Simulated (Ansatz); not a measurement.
**Elastic constants of CdS (F-43m) under pressure**

```xyz
2
Lattice="0.0000 2.9123 2.9123 2.9123 0.0000 2.9123 2.9123 2.9123 0.0000" Properties=species:S:1:pos:R:3 pbc="T T T"
Cd    0.0000    0.0000    0.0000
S     4.3684    4.3684    4.3684
```

This is the zero-pressure cell. At each pressure cell and atoms are relaxed in this structure, and the constants are slopes of the stress at strains of ±0.005 with relaxed ions (the coefficients that govern stability under load). Level: PBEsol, PAW on Ansatz 0.2.0's default frozen-core files (fitted under PBE), scalar-relativistic; k mesh 6×6×6, strains of ±0.005, fixed occupations, cutoff 420 eV. P is the pressure of the relaxed cell, less that of this one.

```
P (GPa)    V/V₀  C11 (GPa)  C12 (GPa)  C44 (GPa)
   0.00  1.0000       74.5       55.0       26.3
   1.01  0.9843       78.3       59.9       25.6
   1.99  0.9702       82.0       64.8       24.8
   4.00       ?          ?          ?          ?
   6.99  0.9121       99.4       88.3       19.6
   9.97  0.8847      109.3      101.9       15.8
  14.98  0.8468      125.1      124.1        8.9
```

Problem. Does the bulk modulus from the constants agree with the pressure-volume curve?

Solution. A third-order Birch-Murnaghan fit to the volumes shown (F against f, f = [(V₀/V)^(2/3) − 1]/2) gives B₀ = 61.5 GPa and B′ = 4.6. Its −V dP/dV stands beside (C11 + 2C12)/3:

```csv
P (GPa),from P(V),from the constants
0.00,61.5,61.5
1.01,66.0,66.1
1.99,70.5,70.5
6.99,92.0,92.0
9.97,104.4,104.3
14.98,124.7,124.4
```

Problem. What are the pressure derivatives at zero pressure?

Solution. Slopes at V₀ of quadratic fits in −ln(V/V₀) through the first four rows shown, divided by B₀: dC11/dP = 3.8, dC12/dP = 4.9, dC44/dP = -0.6. The mean slopes up to 2.0 GPa are 3.7, 4.9, -0.8; curvature and scatter of the constants part the two. The combination (dC11/dP + 2 dC12/dP)/3 = 4.6 stands against B′.

Problem. Fill the row at 4.00 GPa.

Solution. Cubic fits in −ln(V/V₀) through all rows shown give C11 = 89.1, C12 = 74.3, C44 = 22.9 GPa. Computed: V/V₀ = 0.9445, C11 (GPa) = 89.2, C12 (GPa) = 74.4, C44 (GPa) = 22.9.

Problem. Does a shear stiffness soften?

Solution. C44 goes from 26.3 to 8.9 GPa; (C11 − C12)/2 goes from 9.8 to 0.5 GPa. C44 and (C11 − C12)/2 soften under pressure, though the lattice stays mechanically stable over this range.

Caveats: this zinc-blende form is metastable at ambient conditions; no other phase was computed; many crystals of this kind change structure within this range, and rows or crossings beyond such a change describe a metastable lattice; frozen-core PAW files fitted under PBE, their cores solved anew for the functional of the run; constants at zero field, no piezoelectric stiffening; phonons weren't checked at these pressures.
